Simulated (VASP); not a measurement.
# CdS (Hawleyite) (F-43m) in VASP: a series of runs, part 2 of 2

VASP 6.6.1. The steps go on from the part before.

## (4) Dielectric tensor, PBE

File INCAR:

```
SYSTEM = CdS
ALGO = Normal
EDIFF = 1E-8
ENCUT = 520
GGA = PE
ISIF = 2
ISMEAR = 0
LASPH = .TRUE.
LCHARG = .FALSE.
LEPSILON = .TRUE.
LREAL = .FALSE.
LWAVE = .FALSE.
NELM = 80
PREC = Accurate
SIGMA = 0.03
```

File KPOINTS:

```
k-points
0
Monkhorst
  14 14 14
  0 0 0
```

File POSCAR:

```
CdS                                     
1.0
    0.0000000000      2.9176352628      2.9176352628
    2.9176352628      0.0000000000      2.9176352628
    2.9176352628      2.9176352628      0.0000000000
  Cd              S             
     1     1
Direct
     1.0000000000000000    1.0000000000000000    1.0000000000000000
     0.2500000000000000    0.2500000000000000    0.2500000000000000
```

Potentials or basis: VASP PAW PBE potentials, release 64 (Cd, S).

Launch:

```
$ cat potpaw_PBE.64/Cd/POTCAR potpaw_PBE.64/S/POTCAR > POTCAR
$ mpirun -np 1 vasp_std > vasp.out
```

OUTCAR:

```text
SYSTEM = CdS
   EDIFF = 1E-8
   ENCUT = 520
   GGA = PE
   ISIF = 2
   ISMEAR = 0
   LASPH = .TRUE.
   LEPSILON = .TRUE.
   LREAL = .FALSE.
   NELM = 80
   PREC = Accurate

 ion  position               nearest neighbor table
   1  0.000  0.000  0.000-   2 2.53   2 2.53   2 2.53   2 2.53
   2  0.250  0.250  0.250-   1 2.53   1 2.53   1 2.53   1 2.53

  LATTYP: Found a face centered cubic cell.
 ALAT       =     5.8352705256

  Lattice vectors:

 A1 = (   0.0000000000,   2.9176352628,   2.9176352628)
 A2 = (   2.9176352628,   0.0000000000,   2.9176352628)
 A3 = (   2.9176352628,   2.9176352628,   0.0000000000)

Analysis of symmetry for initial positions (statically):
=====================================================================
 Subroutine PRICEL returns:
 Original cell was already a primitive cell.

 Routine SETGRP: Setting up the symmetry group for a
 face centered cubic supercell.

 Subroutine GETGRP returns: Found 24 space group operations
 (whereof 24 operations were pure point group operations)
 out of a pool of 48 trial point group operations.

The static configuration has the point symmetry T_d .

Analysis of symmetry for dynamics (positions and initial velocities):
=====================================================================
 Subroutine PRICEL returns:
 Original cell was already a primitive cell.

 Routine SETGRP: Setting up the symmetry group for a
 face centered cubic supercell.

 Subroutine GETGRP returns: Found 24 space group operations
 (whereof 24 operations were pure point group operations)
 out of a pool of 48 trial point group operations.

The dynamic configuration has the point symmetry T_d .

 Subroutine INISYM returns: Found 24 space group operations
 (whereof 24 operations are pure point group operations),
[... 562 lines left out ...]
 ------------------------------------------------------
           6.467648     0.000000     0.000000
           0.000000     6.467648     0.000000
           0.000000     0.000000     6.467648
 ------------------------------------------------------

 Free energy of the ion-electron system (eV)
  ---------------------------------------------------
  ---------------------------------------------------
  free energy    TOTEN  =        -0.76226481 eV

  energy without entropy =       -0.76226481

------------------------ aborting loop because EDIFF is reached ----------------------------------------

--------------------------------------- Ionic step        2  -------------------------------------------

------------------------ aborting loop because EDIFF is reached ----------------------------------------

--------------------------------------- Ionic step        3  -------------------------------------------

 Free energy of the ion-electron system (eV)
  ---------------------------------------------------
  ---------------------------------------------------
  free energy    TOTEN  =        -0.76226606 eV

  energy without entropy =       -0.76226606

------------------------ aborting loop because EDIFF is reached ----------------------------------------

 PIEZOELECTRIC TENSOR FIELD DIRECTION 3  (e Angst)
 -----------------------------------------------------------------------------
    -0.00014 -1.94498  0.00000           ( -0.00000  0.01806  0.00000)
    -1.94498 -0.00014  0.00000           (  0.01806 -0.00000  0.00000)
     0.00000  0.00000 -0.00131           (  0.00000  0.00000 -0.00000)

 PIEZOELECTRIC TENSOR FIELD DIRECTION 3  (C/m^2)
 -----------------------------------------------------------------------------
    -0.00005 -0.62734  0.00000
    -0.62734 -0.00005  0.00000
     0.00000  0.00000 -0.00042

 MACROSCOPIC STATIC DIELECTRIC TENSOR (including local field effects in DFT)
 ------------------------------------------------------
           6.129961     0.000000    -0.000000
           0.000000     6.129961     0.000000
           0.000000     0.000000     6.129961
 ------------------------------------------------------

 PIEZOELECTRIC TENSOR (including local field effects)  for field in x, y, z        (e  Angst)
          XX          YY          ZZ          XY          YZ          ZX
  --------------------------------------------------------------------------------
  x     0.00000     0.00000     0.00000    -0.00000    -1.94862     0.00000
  y    -0.00000     0.00000     0.00000    -0.00000    -0.00000    -1.94862
  z     0.00000     0.00000    -0.00000    -1.94862    -0.00000    -0.00000

 PIEZOELECTRIC TENSOR (including local field effects)  for field in x, y, z        (C/m^2)
          XX          YY          ZZ          XY          YZ          ZX
  --------------------------------------------------------------------------------
  x     0.00000     0.00000     0.00000    -0.00000    -0.62851     0.00000
  y    -0.00000     0.00000     0.00000    -0.00000    -0.00000    -0.62851
  z     0.00000     0.00000    -0.00000    -0.62851    -0.00000    -0.00000

 BORN EFFECTIVE CHARGES (including local field effects) (in |e|, cummulative output)
 ---------------------------------------------------------------------------------
 ion    1
    1     2.18498     0.00000     0.00000
    2     0.00000     2.18498     0.00000
    3     0.00000    -0.00000     2.18498
 ion    2
    1    -2.18498     0.00000     0.00000
    2     0.00000    -2.18498     0.00000
    3    -0.00000     0.00000    -2.18498
```

It took 21 min on 1 thread of Intel Xeon 6975P-C (Granite Rapids), shared host; peak memory 2 GiB.

What came out:

* Electronic dielectric tensor (diagonal): 6.13
* Born charges (mean of the diagonal): Cd +2.18; S -2.18 e

Levels at points of the mesh, in eV from the valence-band top:
```csv
k point,band 7,band 8,band 9,band 10,band 11,band 12
"(0.04, 0.04, 0.04)",-0.12,0.00,0.00,1.28,6.53,6.58
```

Electronic dielectric tensor:
```
6.13 0.00 0.00
0.00 6.13 0.00
0.00 0.00 6.13
```

Born effective charge tensors (e):
atom 1, Cd
```
2.18 0.00 0.00
0.00 2.18 0.00
0.00 0.00 2.18
```
atom 2, S
```
-2.18  0.00  0.00
 0.00 -2.18  0.00
 0.00  0.00 -2.18
```

## (5) Overview

| task | level | spin | k mesh | monkhorst-Pack mesh | pressure (GPa) |
| --- | --- | --- | --- | --- | --- |
| band structure | r2SCAN | off | 8 × 8 × 8 | - | 1.7 |
| band structure | PBE | SOC, no magnetisation | 6 × 6 × 6 | - | 3.1 |
| dielectric tensor | PBE | off | 14 × 14 × 14 | yes | - |

Alike in all rows: potentials or basis VASP PAW PBE potentials, release 64 (Cd, S); cell as given; cutoff (eV) 520; smearing gaussian 0.03 eV.

Caveats: the PAW data sets were made with another functional, which shifts forces and pressure a little (some runs).

Total energies depend on the potentials used, so only differences within one code and one set of settings carry meaning.
